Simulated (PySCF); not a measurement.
# A series of related molecules

Level of theory: TDA CAM-B3LYP/def2-TZVP excited states, vertical, gas phase in PySCF 2.14.0. Geometry: PBE0-D3(BJ)/def2-SVP.

Each molecule in one low-energy conformer. The parent is C1=C[C@H]2C=C[C@@H]1C2.

(1) How does the vertical S1–T1 gap change along this series?
- C1=C[C@H]2C=C[C@@H]1C2 (base)
- O=CC1=C[C@@H]2C=C[C@H]1C2 (H replaced by CHO)
- CC1=C[C@H]2C=C[C@@H]1C2 (H replaced by CH3)

## Answers

(1) 
```
                 molecule  S1 (eV)      S1 from  f(S1)  T1 (eV)    T1 from  S1 − T1 (eV)  S0–T1 spin-orbit coupling (cm⁻¹)  S1–T1 spin-orbit coupling (cm⁻¹)
   C1=C[C@H]2C=C[C@@H]1C2     5.38    HOMO→LUMO  0.000     3.52  HOMO→LUMO          1.86                              1.77                              0.00
O=CC1=C[C@@H]2C=C[C@H]1C2     3.86  HOMO−1→LUMO  0.000     2.99  HOMO→LUMO          0.88                              2.76                             17.38
  CC1=C[C@H]2C=C[C@@H]1C2     5.32    HOMO→LUMO  0.003     3.52  HOMO→LUMO          1.80                              1.65                              1.69
```
The vertical S1–T1 gap is lowest for O=CC1=C[C@@H]2C=C[C@H]1C2 and highest for C1=C[C@H]2C=C[C@@H]1C2.
